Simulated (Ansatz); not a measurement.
# TePb: the cost of one run

Computed with Ansatz 0.2.0 (DFT PBEsol, scalar-relativistic, unless a step's input says otherwise).

## 1. Starting point

Symmetry: Fm-3m, No. 225, cubic system. The conventional cell has a = 6.547 Å, b = 6.547 Å, c = 6.547 Å, α = 90.00°, β = 90.00°, γ = 90.00°. Te (site symmetry m-3m) is surrounded by 6 Pb at 3.27 Å. Around Pb (site symmetry m-3m) lie 6 Te at 3.27 Å.

Structure file:

```
Te Pb
1.0
     0.00000    3.27352    3.27352
     3.27352    0.00000    3.27352
     3.27352    3.27352    0.00000
Te Pb
1 1
Direct
  0.50000 0.50000 0.50000
  0.00000 0.00000 0.00000
```

Atoms are numbered in the order of the input: Te1, Pb2.

## 2. PAW on the default files

Contents of input.yaml:

```yaml
crystal:
  lattice:
    - [0.0, 3.2735180337, 3.2735180337]
    - [3.2735180337, 0.0, 3.2735180337]
    - [3.2735180337, 3.2735180337, 0.0]
  atoms:
    - { symbol: Te, position: [0.5, 0.5, 0.5] }
    - { symbol: Pb, position: [0.0, 0.0, 0.0] }
kpoints:
  mp_grid: { grid: [9, 9, 9] }
scf:
  occupations: { method: fermi_dirac, width: 0.05 }
hamiltonian:
  xc: pbesol
  pseudopotentials: { kind: paw }
output:
  forces: true
  stress: true
  efg: { contact_densities: true }
relax:
  f_tol: 0.005
  max_steps: 80
  cell: {}
```

On the command line:

```sh
$ ansatz run input.yaml --threads 1 --pin off --max-ram 2048MiB --backend cpu --events-out ev --progress --plain --runs-dir out
```

**Question.** How long does this run take on 1 thread of Arm Neoverse V2, shared host?

About 12 s.
